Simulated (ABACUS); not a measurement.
## BeS: single point with PBE

Crystal: BeS.

```
S Be
1.0
     0.00000    2.42500    2.42500
     2.42500    0.00000    2.42500
     2.42500    2.42500    0.00000
S Be
1 1
Direct
  0.75000 0.75000 0.75000
  0.00000 0.00000 0.00000
```

| Quantity | Value |
| --- | --- |
| Program | ABACUS 3.10.1 |
| Task | single point |
| Functional | PBE |
| Potentials or basis | PseudoDojo NC SR 0.4.1 PBE standard |
| Cutoff | 1361 eV |
| Density cutoff | 5442 eV |
| Basis | DZP LCAO (the cutoffs set its grid) |
| k mesh | 9 × 9 × 9 |
| Occupations | fermi-dirac, width 0.05 eV |
| Spin | no spin polarisation |

```
Pressure               : 3.8 GPa
Band gap on the k mesh : 3.68 eV, indirect (least direct gap 5.53 eV)
Mulliken charges       : S -0.42; Be +0.42 e
```

Levels at points of the mesh, in eV from the valence-band top:
```tsv
k point	band 2	band 3	band 4	band 5	band 6	band 7	band 8	band 9
(0.00, 0.00, 0.00)	-13.79	0.00	0.00	0.00	5.53	5.53	5.53	6.19
```

Wall time 10 s on 4 MPI ranks on Intel(R) Xeon(R) Processor @ 2.50GHz (Skylake/Cascade Lake), with other jobs on the host, peak memory 0.36 GiB a rank.

Caveat: the atomic orbitals were generated for these runs and aren't a published set; Mulliken charges move with the basis; an odd mesh through Γ misses points on the zone boundary, where band edges often lie; the basis of atomic orbitals isn't converged, which shifts pressures, moduli and gaps.
